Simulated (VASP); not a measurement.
Input of a VASP 6.6.1 run:

File POSCAR:

```
CO2
1.0
   -1.9370312370      1.9370312370      2.9501563386
    1.9370312370     -1.9370312370      2.9501563386
    1.9370312370      1.9370312370     -2.9501563386
  C               O
     2     4
Direct
     0.0000000000000000    1.0000000000000000    1.0000000000000000
     0.7500000000000000    0.2500000000000000    0.5000000000000000
     0.3750000000000000    0.2948797226224462    0.4198797226224462
     0.7051202773775538    0.1250000000000000    0.0801202773775538
     0.8750000000000000    0.9551202773775538    0.5801202773775538
     0.0448797226224462    0.6250000000000000    0.9198797226224462
```

The input INCAR.step1:

```
PREC = Accurate
ENCUT = 600
EDIFF = 1E-8
ISMEAR = 0
SIGMA = 0.03
LREAL = F
LASPH = T
NELM = 80
ALGO = Normal
ISIF = 3
LWAVE = F
LCHARG = F
PSTRESS = -15.0
KPAR = 2
IBRION = 2
NSW = 40
EDIFFG = -0.002
```

INCAR.step2

```
PREC = Accurate
ENCUT = 600
EDIFF = 1E-8
ISMEAR = 0
SIGMA = 0.03
LREAL = F
LASPH = T
NELM = 80
ALGO = Normal
ISIF = 2
LWAVE = F
LCHARG = F
PSTRESS = -15.0
KPAR = 2
IBRION = 6
NFREE = 2
POTIM = 0.015
NSW = 1
```

KPOINTS

```
Automatic mesh
0
Gamma
  12 12 12
```

Potentials or basis: VASP PAW LDA potentials, release 64 (C, O).

Run with:

```sh
$ cat potpaw_LDA.64/C/POTCAR potpaw_LDA.64/O/POTCAR > POTCAR
$ cp INCAR.step1 INCAR
$ mpirun -np 2 vasp_std > vasp.out
$ cp CONTCAR POSCAR
$ cp INCAR.step2 INCAR
$ mpirun -np 2 vasp_std > vasp.out
```

Problem. What does it give for the highest phonon frequency at Γ, LO-TO splitting left out?

Solution. 1108 cm⁻¹.

Problem. Predict the relaxed volume.

Solution. 7.45 Å³/atom.

Problem. Predict the relaxed cell.

Solution. a = 4.037 Å, b = 4.037 Å, c = 4.037 Å, α = 122.40°, β = 122.40°, γ = 85.89°.

Problem. What does it give for the space group after relaxing (to 0.05 Å)?

Solution. I-42d (No. 122).

Phonon frequencies in cm⁻¹ (negative: imaginary):
| q point | frequencies |
| --- | --- |
| (0.000, 0.000, 0.000) | 0 0 0 349 349 540 648 697 786 856 856 921 921 937 1069 1069 1101 1108 |
